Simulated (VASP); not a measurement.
Al:

```
Al
1.0
     0.00000    2.02481    2.02481
     2.02481    0.00000    2.02481
     2.02481    2.02481    0.00000
Al
1
Cartesian
  0.0000 0.0000 0.0000
```

| Item | Value |
| --- | --- |
| Program | VASP 6.6.1 |
| Task | relaxation of cell and atoms |
| Functional | LDA |
| Potentials or basis | VASP PAW LDA potentials, release 64 (Al) |
| Cutoff | 600 eV |
| k mesh | 11 × 11 × 11 |
| Occupations | fermi-dirac, width 0.05 eV |
| Spin | no spin polarisation |

At the start: pressure -3.6 GPa; volume 16.60 Å³/atom.

Problem. Where does the relaxation end?

Solution. Over 3 steps the energy falls by 8.9 meV/atom and the volume is 15.84 Å³/atom (-4.6 %); space group Fm-3m (No. 225, to 0.05 Å).

Step by step:
```csv
step,energy change (eV),largest force (eV/Å),pressure (GPa),volume (Å³)
1,0.0000,0.0000,-3.61,16.60
2,-0.0087,0.0000,0.67,15.72
3,-0.0089,0.0000,0.00,15.84
```

Final structure:
```yaml
crystal:
  lattice:
    - [0.00000, 1.99339, 1.99339]
    - [1.99339, 0.00000, 1.99339]
    - [1.99339, 1.99339, 0.00000]
  atoms:
    - { symbol: Al, position: [0.00000, 0.00000, 0.00000] }
```

The cell as given is a measured one (16.60 Å³/atom); LDA puts the equilibrium volume -4.6 % from it, thermal expansion not counted.
